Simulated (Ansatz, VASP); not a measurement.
Two plane-wave programs on BN

```
CELL_PARAMETERS angstrom
0.00000 1.78074 1.70569
1.78074 0.00000 1.70569
1.78074 1.78074 0.00000
ATOMIC_POSITIONS crystal
B 0.00000 0.00000 0.00000
N 0.50000 0.50000 0.50000
```

Change from the starting cell: epitaxial_xy strain +2.0%.

Alike in both runs: task single point; functional HSE06; k mesh 8 × 8 × 8; no spin polarisation.

```csv
,VASP,Ansatz
version,VASP 6.6.1,Ansatz 0.2.0
potentials or method,"VASP PAW PBE potentials, release 64 (B, N)","plane waves, PAW"
plane-wave cutoff (eV),520,420
occupations,"gaussian, width 0.01 eV",fixed
valence electrons in the cell,8,8
```

|  | VASP | Ansatz | Ansatz less VASP |
| --- | --- | --- | --- |
| gap on the k mesh at the Fermi level (eV) | 1.43 | 1.44 | +0.012 |
| pressure (GPa) | -13.3 | -13.5 | -0.21 |
| largest component of the traceless stress (GPa) | 5.40 | 5.23 | -0.169 |

Ansatz warned: «stress_exchange_threshold_loose».

Caveats: the PAW data sets were made with another functional, which shifts forces and pressure a little (VASP). A k mesh can miss the band edges.
